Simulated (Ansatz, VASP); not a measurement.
Ni in VASP and in Ansatz

```
CELL_PARAMETERS angstrom
2.05590 0.00000 0.00000
-1.02795 1.78046 0.00000
0.00000 0.00000 1.96799
ATOMIC_POSITIONS crystal
Ni 0.00000 0.00000 0.00000
```

Alike in both runs: functional LDA; k mesh 21 × 21 × 20; occupations fermi-dirac, width 0.1 eV; collinear spin.

Ansatz relaxed the structure, and its values are those at the end. VASP's run is a single point on that final structure, the one shown.

|  | VASP | Ansatz |
| --- | --- | --- |
| version | VASP 6.6.1 | Ansatz 0.2.0 |
| potentials or method | VASP PAW LDA potentials, release 64 (Ni), cutoff 520 eV | all-electron LAPW, scalar-relativistic |

|  | VASP | Ansatz | Ansatz less VASP |
| --- | --- | --- | --- |
| net moment per atom (μB) | 0.00 | 0.00 | -0.001 |

Ansatz ran all-electron here, so the differences hold the error of VASP's frozen core and of both bases. Ansatz warned: «seeded_moment_not_kept».
